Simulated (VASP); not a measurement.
Runs of VASP 6.6.1 on YN. Symmetry: Fm-3m, No. 225, cubic system. The conventional cell has a = 4.897 Å, b = 4.897 Å, c = 4.897 Å, α = 90.00°, β = 90.00°, γ = 90.00°. Y (site symmetry m-3m) has 6 N at 2.45 Å as nearest neighbours. N (site symmetry m-3m) has 6 Y at 2.45 Å as nearest neighbours. The cell comes from a database or a generator and needn't be the stable form of this composition.

| task | level | potentials or basis | cell | k mesh | cutoff (eV) | mesh quality | gap on the mesh (eV) | pressure (GPa) | relaxed volume (Å³/atom) |
| --- | --- | --- | --- | --- | --- | --- | --- | --- | --- |
| relaxation of cell and atoms | PBEsol | VASP PAW PBE potentials, release 64 (Y_sv, N) | relaxed | 4 × 4 × 4 | 600 | coarse | (b) | 0.0 | (a) |
| relaxation of cell and atoms | PBE+D3(BJ) | VASP PAW PBE potentials, release 64 (Y_sv, N) | relaxed | 12 × 12 × 12 | 600 | not flagged | 0.17 | 0.0 | 14.40 |
| relaxation of cell and atoms | LDA | VASP PAW LDA potentials, release 64 (Y_sv, N) | relaxed | 12 × 12 × 12 | 600 | not flagged | 0.01 | 0.0 | 14.00 |
| relaxation of cell and atoms | RPBE | VASP PAW PBE potentials, release 64 (Y_sv, N) | relaxed | 12 × 12 × 12 | 600 | not flagged | 0.29 | 0.0 | 15.05 |
| relaxation of cell and atoms | PBEsol | VASP PAW PBE potentials, release 64 (Y_sv, N) | relaxed | 12 × 12 × 12 | 580 | not flagged | 0.07 | 0.0 | 14.30 |
| relaxation of cell and atoms | PBE | VASP PAW PBE potentials, release 64 (Y_sv, N) | relaxed | 12 × 12 × 12 | 600 | not flagged | 0.21 | 0.0 | 14.74 |
| relaxation of cell and atoms | PBEsol | VASP PAW PBE potentials, release 64 (Y_sv, N) | relaxed | 12 × 12 × 12 | 600 | not flagged | 0.07 | 0.0 | 14.30 |
| relaxation of cell and atoms | PBEsol | VASP PAW PBE potentials, release 64 (Y_sv, N_s) | relaxed | 12 × 12 × 12 | 480 | not flagged | 0.08 | 0.0 | 14.30 |
| single point | PBEsol | VASP PAW PBE potentials, release 64 (Y_sv, N) | as given | 12 × 12 × 12 | 520 | not flagged | 0.12 | -4.2 | - |

Alike in all rows: no spin polarisation; smearing gaussian 0.1 eV.

Question: Fill in the values left out.

Answer: (a) 14.34; (b) 0.05.

Caveats: some runs use coarse meshes; the PAW data sets were made with another functional, which shifts forces and pressure a little (some runs).

A k mesh can miss the band edges, and the runs leave out spin-orbit coupling on Y.
